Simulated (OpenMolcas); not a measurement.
**Predicting a hybrid from its neighbours: CHF3 (trifluoromethane)**

The species is CHF3 (5 atoms), meant as a singlet with charge 0. SMILES: `FC(F)F`. The shape is that of a PBE0-D4/def2-TZVP optimisation.

The electronic atomisation energy y, in eV, basis def2-SVPD; a is the functional's share of exact exchange. Programs: OpenMolcas 26.06.

```
functional     program     a  y (eV)
    r2SCAN  OpenMolcas     0   20.18
       PBE  OpenMolcas     0   20.95
     B3LYP  OpenMolcas   0.2       ?
      PBE0  OpenMolcas  0.25   20.11
     BHLYP  OpenMolcas   0.5   18.76
```

Question: Fit y = c + s·a to the known rows and predict B3LYP.

Answer: 
1. Means of the 4 rows: a = 0.1875, y = 20.000.
2. Σ(Δa)² = 0.17188, Σ(Δa·Δy) = -0.5925, so the slope is -0.5925/0.17188 = -3.4472.
3. Intercept: 20.000 − (-3.4472) × 0.1875 = 20.646. The largest residual of the fit is 0.47.
4. B3LYP: 20.646 + (-3.4472) × 0.2 = 19.96 eV.

The run gave 19.85 eV, so the prediction is off by +0.11 eV, within the scatter of the fit. The rows mix families of semi-local functionals, which the line can't see.
